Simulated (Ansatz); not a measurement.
**Bi2Se3 (Paraguanajuatite): equation of state with r2SCAN**

The system is Bi2Se3 (Paraguanajuatite).

```
Bi Se
1.0
     2.07150    1.19598    9.54533
    -2.07150    1.19598    9.54533
     0.00000   -2.39196    9.54533
Bi Se
2 3
Direct
  0.59920 0.59920 0.59920
  0.40080 0.40080 0.40080
  0.78830 0.78830 0.78830
  0.21170 0.21170 0.21170
  0.00000 0.00000 0.00000
```

```yaml
Program: Ansatz 0.2.0
Task: equation of state
Functional: r2SCAN
Potentials_or_basis: Ansatz PAW
Cutoff: 500 eV
Density_cutoff: 2000 eV
k_mesh: 8 × 8 × 8
Occupations: fermi-dirac, width 0.05 eV
Spin: no spin polarisation
```

```yaml
Equilibrium_volume: 28.99 Å³/atom
Bulk_modulus_at_fixed_shape_and_positions: 63 GPa
Pressure_derivative_of_the_bulk_modulus: 4.4
```

Energy against volume, from the lowest point:
```csv
volume (Å³/atom),energy (meV/atom)
26.675,42.03
27.243,23.05
27.810,10.12
28.378,2.62
28.946,0.00
29.513,1.77
30.081,7.49
```

All runs of the series together: 2.9 min on 2 threads of Arm Neoverse V2, on a shared host.

Caveat: the cell was scaled at fixed shape and fractional positions, which overstates the stiffness of a crystal with free parameters, most of all of layers and chains; the PAW data sets were made with another functional, which shifts forces and pressure a little.
